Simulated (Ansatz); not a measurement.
# Si (hcp): the cost of one run

Computed with Ansatz 0.2.0 (DFT PBE, scalar-relativistic, plane waves, PAW, unless a step's input says otherwise).

This is Si in the hcp structure; at room conditions it is diamond.

## 1. The structure to begin with

The structure is hexagonal, space group P6_3/mmc (No. 194). Conventional cell: a = 2.510 Å, b = 2.510 Å, c = 4.150 Å, α = 90.00°, β = 90.00°, γ = 120.00°. Si (site symmetry -6m2) is surrounded by 12 Si at 2.51 to 2.53 Å.

Structure file:

```cif
data_structure
_symmetry_space_group_name_H-M 'P 1'
_symmetry_Int_Tables_number 1
_cell_length_a 2.5100
_cell_length_b 2.5100
_cell_length_c 4.1500
_cell_angle_alpha 90.000
_cell_angle_beta 90.000
_cell_angle_gamma 120.000
_cell_volume 22.64
loop_
_atom_site_label
_atom_site_type_symbol
_atom_site_fract_x
_atom_site_fract_y
_atom_site_fract_z
_atom_site_occupancy
Si1 Si 0.33333 0.66667 0.25000 1
Si2 Si 0.66667 0.33333 0.75000 1
```

## 2. Cell and atoms relaxed at 35 GPa

Contents of input.yaml:

```yaml
crystal:
  lattice:
    - [2.51, 0.0, 0.0]
    - [-1.255, 2.1737237635, 0.0]
    - [0.0, 0.0, 4.15]
  atoms:
    - { symbol: Si, position: [0.3333333333, 0.6666666667, 0.25] }
    - { symbol: Si, position: [0.6666666667, 0.3333333333, 0.75] }
scf:
  occupations: { method: gaussian, width: 0.05 }
output:
  forces: true
  stress: true
  eigenvalues: true
  write_density: true
  write_potential: true
  elf: true
  volumetric_format: npy
hamiltonian:
  xc: pbe
basis:
  ecutwfc: 450
kpoints:
  mp_grid: { grid: [18, 18, 11] }
relax:
  f_tol: 0.003
  max_steps: 60
  cell: { stress_tol: 0.03, p_target: 35 }
```

Launch:

```
> ansatz run input.yaml --threads 1 --pin off --max-ram 2867MiB --backend cpu --events-out ev --progress --plain --runs-dir out
```

What time and memory should one allow on 1 thread of Intel Xeon at 2.30GHz, shared host?

About 21 s, with a peak of 0.36 GiB.
